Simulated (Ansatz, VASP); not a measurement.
**One calculation of MgO (Periclase), two programs**

Contents of POSCAR:

```
MgO
1.0
    0.0000000000      2.1298769293      2.1298769293
    2.1298769293      0.0000000000      2.1298769293
    2.1298769293      2.1298769293      0.0000000000
Mg O
1 1
Direct
    0.0000000000      0.0000000000      0.0000000000
    0.5000000000      0.5000000000      0.5000000000
```

Contents of INCAR.step1:

```
SYSTEM = MgO
ALGO = Normal ; EDIFF = 1E-4
ENCUT = 520 ; GGA = PE
ISMEAR = 0 ; LASPH = .TRUE.
LCHARG = .FALSE. ; LREAL = .FALSE.
LWAVE = .TRUE. ; NBANDS = 11
NELM = 80 ; PREC = Accurate
SIGMA = 0.05
```

INCAR.step2

```
SYSTEM = MgO
ALGO = Normal ; EDIFF = 1E-6
ENCUT = 520 ; ISIF = 2
ISMEAR = 0 ; ISTART = 1
LASPH = .TRUE. ; LCHARG = .FALSE.
LMIXTAU = .TRUE. ; LREAL = .FALSE.
LWAVE = .FALSE. ; METAGGA = R2SCAN
NBANDS = 11 ; NELM = 80
PREC = Accurate ; SIGMA = 0.05
```

KPOINTS

```
k-points
0
G
  8 8 8
  0 0 0
```

Input for Ansatz:

```yaml
crystal:
  lattice:
    - [0.0, 2.1298769293, 2.1298769293]
    - [2.1298769293, 0.0, 2.1298769293]
    - [2.1298769293, 2.1298769293, 0.0]
  atoms:
    - { symbol: Mg, position: [0.0, 0.0, 0.0] }
    - { symbol: O, position: [0.5, 0.5, 0.5] }
basis:
  ecutwfc: 500
  ecutrho_ratio: 4
kpoints:
  mp_grid: { grid: [8, 8, 8] }
hamiltonian:
  xc: r2scan
scf:
  occupations: { method: gaussian, width: 0.05 }
output:
  forces: true
  stress: true
  eigenvalues: true
```

Alike in both runs: task single point; functional r2SCAN; k mesh 8 × 8 × 8; occupations gaussian, width 0.05 eV; no spin polarisation.

|  | VASP | Ansatz |
| --- | --- | --- |
| version | VASP 6.6.1 | Ansatz 0.2.0 |
| potentials or method | VASP PAW PBE potentials, release 64 (Mg, O) | scalar-relativistic, plane waves, PAW |
| plane-wave cutoff (eV) | 520 | 500 |
| valence electrons in the cell | 8 | 16 |

|  | VASP | Ansatz | Ansatz less VASP |
| --- | --- | --- | --- |
| gap on the k mesh at the Fermi level (eV) | 5.27 | 5.29 | +0.025 |
| least direct gap on the mesh (eV) | 5.27 | 5.29 | +0.025 |
| pressure (GPa) | -7.2 | -6.0 | +1.12 |

The two sets of potentials don't hold the same shells in valence.

Caveats: the PAW data sets were made with another functional, which shifts forces and pressure a little (VASP). r2SCAN opens gaps a little over a GGA but as a rule still falls short of measured ones.
